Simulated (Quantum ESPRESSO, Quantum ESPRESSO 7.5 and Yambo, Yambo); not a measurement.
# Quasiparticle gap of BaTe (Fm-3m) in Yambo

Wanted: ground state, empty states, screening and self-energy for BaTe (Fm-3m).

Program: Quantum ESPRESSO 7.5 and Yambo 5.3.0. Level of theory: PBE and many-body steps on it, plane waves. Results are calculated unless marked as measured.

The database entry behind the starting cell differs from later determinations by our own check (about 0.2 % short), so it need not match the best structure at ambient conditions.

**1. Starting point**

Symmetry: Fm-3m, No. 225, cubic system. Conventional cell: a = 6.986 Å, b = 6.986 Å, c = 6.986 Å, α = 90.00°, β = 90.00°, γ = 90.00°. Nearest to Ba lie 6 Te at 3.49 Å. Nearest to Te lie 6 Ba at 3.49 Å. Farther neighbours and most contacts between anions are not listed.

Structure file:

```cif
data_structure
_symmetry_space_group_name_H-M 'P 1'
_symmetry_Int_Tables_number 1
_cell_length_a 4.9398
_cell_length_b 4.9398
_cell_length_c 4.9398
_cell_angle_alpha 60.000
_cell_angle_beta 60.000
_cell_angle_gamma 60.000
_cell_volume 85.24
loop_
_atom_site_label
_atom_site_type_symbol
_atom_site_fract_x
_atom_site_fract_y
_atom_site_fract_z
_atom_site_occupancy
Ba1 Ba 0.00000 0.00000 0.00000 1
Te2 Te 0.50000 0.50000 0.50000 1
```

The cell and positions come from the Crystallography Open Database and are kept as given unless a step says otherwise.

**2. Ground state**

This step: Quantum ESPRESSO 7.5; DFT, PBE with spin-orbit coupling, plane waves, norm-conserving pseudopotentials.

The ground-state density comes first.

pw.in

```
&control
  calculation = 'scf'
  prefix = 'x'
  outdir = 'o'
  pseudo_dir = 'pseudo'
/
&system
  ibrav = 0
  nat = 2
  ntyp = 2
  ecutwfc = 68.0
  nbnd = 36
  force_symmorphic = .true.
  noncolin = .true.
  lspinorb = .true.
/
&electrons
  conv_thr = 1e-10
  electron_maxstep = 80
  mixing_beta = 0.5
/
ATOMIC_SPECIES
  Ba 137.33 Ba.upf
  Te 127.6 Te.upf
CELL_PARAMETERS angstrom
  -0.0000000000 3.4930000000 3.4930000000
  3.4930000000 -0.0000000000 3.4930000000
  3.4930000000 3.4930000000 -0.0000000000
ATOMIC_POSITIONS crystal
  Ba 0.0000000000 0.0000000000 0.0000000000
  Te 0.5000000000 0.5000000000 0.5000000000
K_POINTS automatic
  6 6 6 0 0 0
```

Launch:

```
OMP_NUM_THREADS=1 mpirun -n 4 pw.x -nk 4 -in pw.in > pw.out
```

The program printed:

```text
Program PWSCF v.7.5 starts

     This program is part of the open-source Quantum ESPRESSO suite
     for quantum simulation of materials; please cite
         "P. Giannozzi et al., J. Phys.:Condens. Matter 21 395502 (2009);
         "P. Giannozzi et al., J. Phys.:Condens. Matter 29 465901 (2017);
         "P. Giannozzi et al., J. Chem. Phys. 152 154105 (2020);
     in publications or presentations arising from this work. More details at
     Message from routine setup:
     using ibrav=0 with symmetry is DISCOURAGED, use correct ibrav instead

     G-vector sticks info

     bravais-lattice index     =            0
     lattice parameter (alat)  =       9.3350  a.u.
     unit-cell volume          =     575.2046 (a.u.)^3
     number of atoms/cell      =            2
     number of atomic types    =            2
     number of electrons       =        26.00
     number of Kohn-Sham states=           36
     kinetic-energy cutoff     =      68.0000  Ry
     charge density cutoff     =     272.0000  Ry
     scf convergence threshold =      1.0E-10
     mixing beta               =       0.5000
     number of iterations used =            8  plain     mixing
     Exchange-correlation= PBE
                           (   1   4   3   4   0   0   0)
     Non magnetic calculation with spin-orbit

     celldm(1)=   9.334960  celldm(2)=   0.000000  celldm(3)=   0.000000
     celldm(4)=   0.000000  celldm(5)=   0.000000  celldm(6)=   0.000000

     crystal axes: (cart. coord. in units of alat)
               a(1) = (  -0.000000   0.707107   0.707107 )
               a(2) = (   0.707107  -0.000000   0.707107 )
               a(3) = (   0.707107   0.707107  -0.000000 )

     reciprocal axes: (cart. coord. in units 2 pi/alat)
               b(1) = ( -0.707107  0.707107  0.707107 )
               b(2) = (  0.707107 -0.707107  0.707107 )
               b(3) = (  0.707107  0.707107 -0.707107 )
     Pseudo is Norm-conserving + core correction, Zval = 10.0
     Generated using ONCVPSP code by D. R. Hamann
     Using radial grid of 1958 points, 10 beta functions with:
     Pseudo is Norm-conserving + core correction, Zval = 16.0
     Generated using ONCVPSP code by D. R. Hamann
     Using radial grid of 1324 points, 10 beta functions with:
     Ba               10.00   137.33000     Ba( 1.00)
     Te               16.00   127.60000     Te( 1.00)

     48 Sym. Ops., with inversion, found

   Cartesian axes

     site n.     atom                  positions (alat units)
         1        Ba     tau(   1) = (   0.0000000   0.0000000   0.0000000  )
         2        Te     tau(   2) = (   0.7071068   0.7071068   0.7071068  )

     number of k points=    16
                       cart. coord. in units 2pi/alat
        k(    1) = (   0.0000000   0.0000000   0.0000000), wk =   0.0046296
        k(    2) = (   0.1178511   0.1178511  -0.1178511), wk =   0.0370370
        k(    3) = (   0.2357023   0.2357023  -0.2357023), wk =   0.0370370
        k(    4) = (  -0.3535534  -0.3535534   0.3535534), wk =   0.0185185
        k(    5) = (   0.2357023   0.0000000  -0.0000000), wk =   0.0277778
        k(    6) = (   0.3535534   0.1178511  -0.1178511), wk =   0.1111111
        k(    7) = (  -0.2357023  -0.4714045   0.4714045), wk =   0.1111111
        k(    8) = (  -0.1178511  -0.3535534   0.3535534), wk =   0.1111111
        k(    9) = (   0.0000000  -0.2357023   0.2357023), wk =   0.0555556
        k(   10) = (   0.4714045   0.0000000  -0.0000000), wk =   0.0277778
     [... 4 further rows ...]
        k(   15) = (  -0.1178511  -0.3535534   0.5892557), wk =   0.1111111
        k(   16) = (  -0.7071068   0.2357023   0.0000000), wk =   0.0555556

     Dense  grid:    43655 G-vectors     FFT dimensions: (  50,  50,  50)

     Initial potential from superposition of free atoms

     starting charge      25.9832, renormalised to      26.0000
     Starting wfcs are   28 randomized atomic wfcs +    8 random wfcs

     per-process dynamical memory:    83.5 Mb

     Self-consistent Calculation

     iteration #  1     ecut=    68.00 Ry     beta= 0.50

     Threshold (ethr) on eigenvalues was too large:
     Diagonalizing with lowered threshold

     total energy              =    -266.08826319 Ry
     estimated scf accuracy    <       0.03744192 Ry

     iteration #  2     ecut=    68.00 Ry     beta= 0.50

     total energy              =    -266.09379332 Ry
     estimated scf accuracy    <       0.00331891 Ry

     iteration #  3     ecut=    68.00 Ry     beta= 0.50

     total energy              =    -266.09435668 Ry
     estimated scf accuracy    <       0.00066401 Ry

     iteration #  4     ecut=    68.00 Ry     beta= 0.50

     total energy              =    -266.09441898 Ry
     estimated scf accuracy    <       0.00002992 Ry

     iteration #  5     ecut=    68.00 Ry     beta= 0.50

     total energy              =    -266.09442682 Ry
     estimated scf accuracy    <       0.00000370 Ry

     iteration #  6     ecut=    68.00 Ry     beta= 0.50

     total energy              =    -266.09442792 Ry
     estimated scf accuracy    <       0.00000021 Ry

     iteration #  7     ecut=    68.00 Ry     beta= 0.50

     total energy              =    -266.09442796 Ry
     estimated scf accuracy    <       0.00000001 Ry

     iteration #  8     ecut=    68.00 Ry     beta= 0.50

     total energy              =    -266.09442796 Ry
     estimated scf accuracy    <          2.4E-09 Ry

     iteration #  9     ecut=    68.00 Ry     beta= 0.50

     total energy              =    -266.09442796 Ry
     estimated scf accuracy    <          2.2E-10 Ry

     iteration # 10     ecut=    68.00 Ry     beta= 0.50

     End of self-consistent calculation

          k = 0.0000 0.0000 0.0000 (  5577 PWs)   bands (ev):

   -29.1660 -29.1660 -29.1660 -29.1660 -27.7031 -27.7031 -27.7031 -27.7031
   -27.6972 -27.6972 -20.3047 -20.3047  -6.8925  -6.8925  -4.8510  -4.8510
    -4.8510  -4.8510  -2.8817  -2.8817   6.0538   6.0538   6.9178   6.9178
     6.9178   6.9178   9.5764   9.5764   9.5764   9.5764   9.5993   9.5993
     9.6431   9.6431  10.2298  10.2298

          k = 0.1179 0.1179-0.1179 (  5468 PWs)   bands (ev):

   -29.1658 -29.1658 -29.1658 -29.1658 -27.7030 -27.7030 -27.7029 -27.7029
   -27.6969 -27.6969 -20.3013 -20.3013  -6.9185  -6.9185  -4.9652  -4.9652
    -4.8541  -4.8541  -2.6718  -2.6718   5.5815   5.5815   6.2530   6.2530
     6.5024   6.5024   9.6378   9.6378   9.9267   9.9267   9.9513   9.9513
    10.6648  10.6648  10.9714  10.9714

          k = 0.2357 0.2357-0.2357 (  5450 PWs)   bands (ev):

   -29.1658 -29.1658 -29.1658 -29.1658 -27.7030 -27.7030 -27.7029 -27.7029
   -27.6969 -27.6969 -20.2944 -20.2944  -6.9720  -6.9720  -5.1429  -5.1429
    -4.8604  -4.8604  -2.2886  -2.2886   4.7243   4.7243   5.5938   5.5938
     5.9320   5.9320  10.0628  10.0628  10.8043  10.8043  10.8117  10.8117
    12.0016  12.0016  12.5929  12.5929

          k =-0.3536-0.3536 0.3536 (  5444 PWs)   bands (ev):

     [... further k-points ...]

     highest occupied, lowest unoccupied level (ev):     6.9178    8.1804

!    total energy              =    -266.09442796 Ry
     estimated scf accuracy    <          2.3E-11 Ry

     The total energy is the sum of the following terms:
     one-electron contribution =    -123.23862203 Ry
     hartree contribution      =      69.85238399 Ry
     xc contribution           =     -62.65657389 Ry
     ewald contribution        =    -150.05161603 Ry

     convergence has been achieved in  10 iterations

     XML data file, charge density, pseudopotentials, collected wavefunctions

=------------------------------------------------------------------------------=
   JOB DONE.
=------------------------------------------------------------------------------=
```

Elapsed: 38 s, on 4 MPI ranks of Arm Neoverse V1, shared host; peak memory 0.63 GiB; 2.5 min of CPU time.

Numbers from this step:

```
total energy               : -3620.3991 eV
gap                        : 1.263 eV
k of the valence top       : 0, 0, 0
k of the conduction bottom : 0, -0.5, -0.5
least direct gap           : 1.632 eV
```

The gap is indirect, with the least direct gap 0.37 eV higher.

**3. Bands along the symmetry lines**

The cheap functional maps the bands first; the places of the edges decide which points the dearer methods must see.

pw.in

```
&control
  calculation = 'bands'
  prefix = 'x'
  outdir = 'o'
  pseudo_dir = 'pseudo'
/
&system
  ibrav = 0
  nat = 2
  ntyp = 2
  ecutwfc = 68.0
  nbnd = 38
  force_symmorphic = .true.
  noncolin = .true.
  lspinorb = .true.
/
&electrons
  conv_thr = 1e-9
  electron_maxstep = 80
  diago_full_acc = .true.
  diago_thr_init = 5e-6
/
ATOMIC_SPECIES
  Ba 137.33 Ba.upf
  Te 127.6 Te.upf
CELL_PARAMETERS angstrom
  -0.0000000000 3.4930000000 3.4930000000
  3.4930000000 -0.0000000000 3.4930000000
  3.4930000000 3.4930000000 -0.0000000000
ATOMIC_POSITIONS crystal
  Ba 0.0000000000 0.0000000000 0.0000000000
  Te 0.5000000000 0.5000000000 0.5000000000
K_POINTS crystal
  50
  0.00000000 0.00000000 0.00000000 1
  0.06250000 0.00000000 0.06250000 1
  0.12500000 0.00000000 0.12500000 1
  0.18750000 0.00000000 0.18750000 1
  0.25000000 0.00000000 0.25000000 1
  0.31250000 0.00000000 0.31250000 1
  0.37500000 0.00000000 0.37500000 1
  0.43750000 0.00000000 0.43750000 1
  0.50000000 0.00000000 0.50000000 1
  0.51562500 0.03125000 0.51562500 1
  0.53125000 0.06250000 0.53125000 1
  0.54687500 0.09375000 0.54687500 1
  0.56250000 0.12500000 0.56250000 1
  0.57812500 0.15625000 0.57812500 1
  0.59375000 0.18750000 0.59375000 1
  0.60937500 0.21875000 0.60937500 1
  0.62500000 0.25000000 0.62500000 1
  0.37500000 0.37500000 0.75000000 1
  0.32812500 0.32812500 0.65625000 1
  0.28125000 0.28125000 0.56250000 1
  0.23437500 0.23437500 0.46875000 1
  0.18750000 0.18750000 0.37500000 1
  0.14062500 0.14062500 0.28125000 1
  0.09375000 0.09375000 0.18750000 1
  0.04687500 0.04687500 0.09375000 1
  0.00000000 0.00000000 0.00000000 1
  0.06250000 0.06250000 0.06250000 1
  0.12500000 0.12500000 0.12500000 1
  0.18750000 0.18750000 0.18750000 1
  0.25000000 0.25000000 0.25000000 1
  0.31250000 0.31250000 0.31250000 1
  0.37500000 0.37500000 0.37500000 1
  0.43750000 0.43750000 0.43750000 1
  0.50000000 0.50000000 0.50000000 1
  0.50000000 0.46875000 0.53125000 1
  0.50000000 0.43750000 0.56250000 1
  0.50000000 0.40625000 0.59375000 1
  0.50000000 0.37500000 0.62500000 1
  0.50000000 0.34375000 0.65625000 1
  0.50000000 0.31250000 0.68750000 1
  0.50000000 0.28125000 0.71875000 1
  0.50000000 0.25000000 0.75000000 1
  0.50000000 0.21875000 0.71875000 1
  0.50000000 0.18750000 0.68750000 1
  0.50000000 0.15625000 0.65625000 1
  0.50000000 0.12500000 0.62500000 1
  0.50000000 0.09375000 0.59375000 1
  0.50000000 0.06250000 0.56250000 1
  0.50000000 0.03125000 0.53125000 1
  0.50000000 0.00000000 0.50000000 1
```

The program printed:

```text
[banner, memory and clock lines left out]
Program PWSCF v.7.5 starts

     Atomic positions and unit cell read from directory:
     o/x.save/

     Message from routine setup:
     using ibrav=0 with symmetry is DISCOURAGED, use correct ibrav instead

     G-vector sticks info

     bravais-lattice index     =            0
     lattice parameter (alat)  =       9.3350  a.u.
     unit-cell volume          =     575.2046 (a.u.)^3
     number of atoms/cell      =            2
     number of atomic types    =            2
     number of electrons       =        26.00
     number of Kohn-Sham states=           38
     kinetic-energy cutoff     =      68.0000  Ry
     charge density cutoff     =     272.0000  Ry
     Exchange-correlation= PBE
                           (   1   4   3   4   0   0   0)
     Non magnetic calculation with spin-orbit

     celldm(1)=   9.334960  celldm(2)=   0.000000  celldm(3)=   0.000000
     celldm(4)=   0.000000  celldm(5)=   0.000000  celldm(6)=   0.000000

     crystal axes: (cart. coord. in units of alat)
               a(1) = (  -0.000000   0.707107   0.707107 )
               a(2) = (   0.707107  -0.000000   0.707107 )
               a(3) = (   0.707107   0.707107  -0.000000 )

     reciprocal axes: (cart. coord. in units 2 pi/alat)
               b(1) = ( -0.707107  0.707107  0.707107 )
               b(2) = (  0.707107 -0.707107  0.707107 )
               b(3) = (  0.707107  0.707107 -0.707107 )
     Pseudo is Norm-conserving + core correction, Zval = 10.0
     Generated using ONCVPSP code by D. R. Hamann
     Using radial grid of 1958 points, 10 beta functions with:
     Pseudo is Norm-conserving + core correction, Zval = 16.0
     Generated using ONCVPSP code by D. R. Hamann
     Using radial grid of 1324 points, 10 beta functions with:
     Ba               10.00   137.33000     Ba( 1.00)
     Te               16.00   127.60000     Te( 1.00)

     48 Sym. Ops., with inversion, found

   Cartesian axes

     site n.     atom                  positions (alat units)
         1        Ba     tau(   1) = (   0.0000000   0.0000000   0.0000000  )
         2        Te     tau(   2) = (   0.7071068   0.7071068   0.7071068  )

     number of k points=    50
                       cart. coord. in units 2pi/alat
        k(    1) = (   0.0000000   0.0000000   0.0000000), wk =   0.0200000
        k(    2) = (   0.0000000   0.0883883   0.0000000), wk =   0.0200000
        k(    3) = (   0.0000000   0.1767767   0.0000000), wk =   0.0200000
[...]
[... 38 further rows ...]
        k(   49) = (   0.0441942   0.7071068   0.0000000), wk =   0.0200000
        k(   50) = (   0.0000000   0.7071068   0.0000000), wk =   0.0200000

     Dense  grid:    43655 G-vectors     FFT dimensions: (  50,  50,  50)

     The potential is recalculated from file :
     o/x.save/charge-density

     Starting wfcs are   28 randomized atomic wfcs +   10 random wfcs

     Band Structure Calculation

     End of band structure calculation

          k = 0.0000 0.0000 0.0000 (  5577 PWs)   bands (ev):

   -29.1660 -29.1660 -29.1660 -29.1660 -27.7031 -27.7031 -27.7031 -27.7031
   -27.6971 -27.6971 -20.3047 -20.3047  -6.8925  -6.8925  -4.8509  -4.8509
    -4.8509  -4.8509  -2.8817  -2.8817   6.0539   6.0539   6.9178   6.9178
[...]
9.6432   9.6432  10.2299  10.2299  10.2299  10.2299

          k = 0.0000 0.0884 0.0000 (  5477 PWs)   bands (ev):

[...]
9.7675   9.7675  10.2569  10.2569  10.5470  10.5470

          k = 0.0000 0.1768 0.0000 (  5465 PWs)   bands (ev):

[...]
10.1335  10.1335  10.3378  10.3378  11.4797  11.4797

          k =-0.0000 0.2652 0.0000 (  5425 PWs)   bands (ev):

[...]
k = 0.0000 0.4419-0.0000 (  5453 PWs)   bands (ev):

[...]
k =-0.0000 0.5303 0.0000 (  5466 PWs)   bands (ev):

[...]
k = 0.0000 0.6187-0.0000 (  5446 PWs)   bands (ev):

[...]
k = 0.4640 0.4640-0.0000 (  5446 PWs)   bands (ev):

[...]
k = 0.3315 0.3315-0.0000 (  5434 PWs)   bands (ev):

[...]
k = 0.3094 0.7071-0.0000 (  5458 PWs)   bands (ev):

[...]
k = 0.2210 0.7071-0.0000 (  5450 PWs)   bands (ev):

[...]
k = 0.1768 0.7071-0.0000 (  5452 PWs)   bands (ev):

[...]
k = 0.0442 0.7071 0.0000 (  5446 PWs)   bands (ev):

[...]
12.2400  12.2400  12.4197  12.4197  12.4739  12.4739

          k = 0.0000 0.7071 0.0000 (  5434 PWs)   bands (ev):

[...]
-4.9496  -4.9496  -2.6748  -2.6748   5.4400   5.4400   6.0340   6.0340
     6.5487   6.5487   8.1804   8.1804  11.1230  11.1230  11.3445  11.3445
    12.2563  12.2563  12.4540  12.4540  12.4871  12.4871

     XML data file, pseudopotentials, collected wavefunctions
```

Run time: 33 s. Hardware: 4 MPI ranks; peak memory 0.42 GiB.

This step gave:

| Quantity | Value |
| --- | --- |
| gap | 1.263 eV |
| k of the valence top | 0, 0, 0 |
| k of the conduction bottom | 0.5, 0, 0.5 |
| least direct gap | 1.632 eV |

The gap is 1.263 eV, as in the run before at this level.

The electronic bands at the labelled points (eV, zero at the top of the highest filled band):

```tsv
point	band 23	band 24	band 25	band 26	band 27	band 28	band 29	band 30
Γ	0.00	0.00	0.00	0.00	2.66	2.66	2.66	2.66
halfway	-0.80	-0.80	-0.32	-0.32	1.82	1.82	3.53	3.53
X	-0.88	-0.88	-0.37	-0.37	1.26	1.26	4.21	4.21
halfway	-1.05	-1.05	-0.60	-0.60	1.58	1.58	4.53	4.53
U	-1.27	-1.27	-0.94	-0.94	2.32	2.32	4.75	4.75
jump to K	-1.27	-1.27	-0.94	-0.94	2.32	2.32	4.75	4.75
halfway	-1.21	-1.21	-0.72	-0.72	3.09	3.09	3.35	3.35
Γ	0.00	0.00	0.00	0.00	2.66	2.66	2.66	2.66
halfway	-1.05	-1.05	-0.73	-0.73	2.86	2.86	3.39	3.39
L	-1.55	-1.55	-1.21	-1.21	3.92	3.92	4.49	4.49
halfway	-1.40	-1.40	-1.11	-1.11	3.44	3.44	3.73	3.73
W	-1.15	-1.15	-1.10	-1.10	3.20	3.20	3.32	3.32
halfway	-1.14	-1.14	-0.76	-0.76	1.89	1.89	4.40	4.40
X	-0.88	-0.88	-0.37	-0.37	1.26	1.26	4.21	4.21
```

[end of part 1 of 3]

[Paths, hosts, dates, memory and timing lines, banners, echoed tables and standing remarks are left out of the program output.]

[Logs are printed without paths, hosts, clocks, repeated set-up lines and the standing remarks that a program may print on its own settings, such as how far it seeks lower states.]

[Runs of the session that timed out or met a known fault of the program may be left out.]

[Hosts, paths, dates, database ids (printed as entryN), source tags and the programs' standing remarks are cut or masked in the printed files.]
